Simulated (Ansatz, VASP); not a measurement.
**One calculation of Ca, two programs**

Contents of INCAR:

```
ALGO = Normal
EDIFF = 1E-6
ENCUT = 520
GGA = CA
ISIF = 2
ISMEAR = -1
LASPH = True
LCHARG = True
LELF = True
LREAL = False
LVHAR = True
LWAVE = False
NBANDS = 11
NELM = 80
PREC = Accurate
SIGMA = 0.08
```

Contents of KPOINTS:

```
k-points
0
Gamma
  12 12 12
```

Contents of POSCAR:

```
Ca
1.0
    0.0000000000      2.5305934232      2.5305934232
    2.5305934232      0.0000000000      2.5305934232
    2.5305934232      2.5305934232      0.0000000000
Ca
1
Direct
    0.0000000000      0.0000000000      0.0000000000
```

Input for Ansatz:

```yaml
crystal:
  lattice:
    - [0.0, 2.5305934232, 2.5305934232]
    - [2.5305934232, 0.0, 2.5305934232]
    - [2.5305934232, 2.5305934232, 0.0]
  atoms:
    - { symbol: Ca, position: [0.0, 0.0, 0.0] }
kpoints:
  mp_grid: { grid: [12, 12, 12] }
  band_path:
    path:
      - [0.0, 0.0, 0.0]
      - [0.5, 0.0, 0.5]
      - [0.625, 0.25, 0.625]
      - [0.375, 0.375, 0.75]
      - [0.0, 0.0, 0.0]
      - [0.5, 0.5, 0.5]
      - [0.5, 0.25, 0.75]
      - [0.5, 0.0, 0.5]
    npoints: 8
scf:
  occupations: { method: fermi_dirac, width: 0.08 }
hamiltonian:
  xc: lda
  pseudopotentials: { kind: all_electron, lapw: { basis_error: 0.001 } }
output:
  forces: true
  stress: true
  eigenvalues: true
  populations: true
  dos: { projected: true, de: 0.2, e_range: [-14, 8] }
```

Change from the starting cell: volume scaled by 0.85, LAPW.

Alike in both runs: task single point; functional LDA; k mesh 12 × 12 × 12; occupations fermi-dirac, width 0.08 eV; no spin polarisation.

|  | VASP | Ansatz |
| --- | --- | --- |
| version | VASP 6.6.1 | Ansatz 0.2.0 |
| potentials or method | VASP PAW LDA potentials, release 64 (Ca_sv) | all-electron LAPW, scalar-relativistic |
| plane-wave cutoff (eV) | 520 | see its input |

|  | VASP | Ansatz | Ansatz less VASP |
| --- | --- | --- | --- |
| pressure (GPa) | 4.0 | 4.0 | -0.01 |

Ansatz ran all-electron here, so the differences hold the error of VASP's frozen core and of both bases.
